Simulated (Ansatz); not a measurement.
**HfO₂ (P4_2/nmc), ideal shear of a crystal plane**

Computed with DFT r2SCAN, scalar-relativistic, plane waves, PAW (Ansatz 0.2.0). The runs took a 500 eV cutoff, a Γ-centred 6×6×3 mesh and Gaussian smearing (0.05 eV). Spin–orbit coupling is left out, which can shift energies with elements as heavy as these. No spin polarisation. Energies are free energies at this smearing, counted from the undisturbed cell; pressure is positive in compression.

The undisturbed cell (relaxed at this level; this form isn't the usual structure):

```xyz
12
Lattice="-3.5768 0.0000 0.0000 0.0000 -3.5768 0.0000 0.0000 0.0000 10.4053" Properties=species:S:1:pos:R:3 pbc="T T T"
Hf   -1.7884   -1.7884    9.8950
Hf   -1.7884   -1.7884    4.6923
Hf    0.0000    0.0000    7.2936
Hf    0.0000    0.0000    2.0910
O     0.0000   -1.7884    0.5102
O     0.0000   -1.7884    5.7129
O    -1.7884    0.0000    1.0704
O    -1.7884    0.0000    6.2731
O    -1.7884    0.0000    8.8744
O    -1.7884    0.0000    3.6717
O     0.0000   -1.7884    8.3142
O     0.0000   -1.7884    3.1115
```

The cut lies on the cell's a–b face, a (0 0 1) plane (indices in the standard cell, whose axes needn't be the Cartesian ones shown) of area 12.79 Å², between layers 1.02 Å apart. Vector c is tilted by f times 0·a + 1·b (length 3.577 Å) with the atoms' Cartesian places fixed: one unrelaxed fault a cell. The traction is dγ/du, the slope of γ against the slip u in Å. Some rows repeat others by symmetry and weren't run.

| f | γ (mJ/m²) | traction (GPa) |
| --- | --- | --- |
| 0.0000 | 0 | 0.0 |
| 0.1000 | 97 | 7.7 |
| 0.2000 | 806 | 35.8 |
| 0.3000 | 2764 | 71.4 |
| 0.4000 | 5413 | 66.1 |
| 0.5000 | 6727 | 0.0 |
| 0.6000 | 5413 | -66.1 |
| 0.7000 | 2764 | -71.4 |
| 0.8000 | 806 | -35.8 |
| 0.9000 | 97 | -7.7 |

Q: Read off the first barrier and the stress needed to climb it, and compare with Frenkel's sinusoid.

A: The first sampled maximum lies at f = 0.500, a slip of 1.79 Å, with γ ≈ 6727 mJ/m², which stands in for the unstable fault energy γ_us, and the steepest sampled slope before it is 71.4 GPa. A sinusoid γ = γ_us sin²(πu/λ) with its maximum there has λ = 3.58 Å and a largest slope πγ_us/λ = 59.1 GPa (1 mJ/m² per Å = 0.01 GPa).

Q: Is there a metastable fault on this line?

A: Apart from points where γ returns to about zero, no local minimum shows among the samples, so at this sampling the line offers no fault for a dislocation to split on; a fault can still lie off the line.

The cut is rigid; relaxing the faces lowers these energies and usually the stresses.

Cost: 6 runs of about 7.6 core-minutes in all, on Oxide Virtual Turin-like Processor (Zen 5) (shared hosts).